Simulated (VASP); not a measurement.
A run of VASP 6.6.1 is set up as follows.

The input INCAR:

```
ALGO = Normal
EDIFF = 1E-6
ENCUT = 500
GGA = PE
GGA_COMPAT = False
ISIF = 2
ISMEAR = 0
LASPH = True
LCHARG = True
LELF = True
LREAL = False
LVHAR = True
LWAVE = False
NBANDS = 11
NELM = 120
PREC = Accurate
SIGMA = 0.01
```

Contents of KPOINTS:

```
k-points
0
Gamma
  6 6 6
```

Contents of POSCAR:

```
AlP
1.0
    0.0000000000      2.7255000000      2.7255000000
    2.7255000000      0.0000000000      2.7255000000
    2.7255000000      2.7255000000      0.0000000000
Al P
1 1
Direct
    0.0000000000      0.0000000000      0.0000000000
    0.2500000000      0.2500000000      0.2500000000
```

Potentials or basis: VASP PAW PBE potentials, release 64 (Al, P).

Command:

```sh
$ cat potpaw_PBE.64/Al/POTCAR potpaw_PBE.64/P/POTCAR > POTCAR
$ mpirun -np 1 vasp_std > vasp.out
```

Problem. What does it give for the band gap on the k mesh?

Solution. 1.57 eV, indirect (least direct gap 3.35 eV).

Problem. Estimate the pressure.

Solution. 2.7 GPa.

**Measured values to compare with.**

From a printed reference work, data compilation, for a bulk crystal of AlP at 4.2 K: band gap 2.505 eV (indirect).

Against the measured gap of AlP, 2.505 eV (indirect; 4.2 K; a printed reference work, data compilation), the calculated 1.57 eV is off by -0.94 eV. The value is that of PBE on a finite k mesh, which can miss the band edges, without temperature or zero-point motion. Semilocal functionals fall short of measured gaps as a rule.
